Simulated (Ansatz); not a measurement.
The system is TePb.

```
CELL_PARAMETERS angstrom
0.00000 3.23100 3.23100
3.23100 0.00000 3.23100
3.23100 3.23100 0.00000
ATOMIC_POSITIONS crystal
Pb 0.00000 0.00000 0.00000
Te 0.50000 0.50000 0.50000
```

* Program: Ansatz 0.2.0
* Task: single point
* Functional: PBE
* Potentials or basis: all-electron LAPW, scalar-relativistic
* Cutoff: 179 eV (chosen from the basis error)
* Basis error allowed: 0.001 eV/atom
* k mesh: 7 × 7 × 7
* Occupations: fermi-dirac, width 0.05 eV
* Spin: no spin polarisation

On this cell: pressure 2.1 GPa; largest force zero by symmetry; band gap on the k mesh not listed.

The same run follows on a disturbed copy (atoms moved at random, drawn with an rms of 0.05 Å):

```
CELL_PARAMETERS angstrom
0.00000 3.23100 3.23100
3.23100 0.00000 3.23100
3.23100 3.23100 0.00000
ATOMIC_POSITIONS crystal
Pb 0.99209 0.00797 0.99531
Te 0.50633 0.50811 0.49049
```

Q: What changes?

A: The energy moves by +0.5 meV/atom; pressure 2.2 GPa; largest force 0.036 eV/Å; band gap on the k mesh 1.01 eV, direct.

Forces on the atoms (eV/Å):
```
Pb  -0.009  0.019  0.029
Te   0.009 -0.019 -0.029
```

Caveats: spin-orbit coupling is left out, which as a rule narrows the gap of such compounds by several tenths of an eV (some runs); an odd mesh through Γ misses points on the zone boundary, where band edges often lie (some runs).
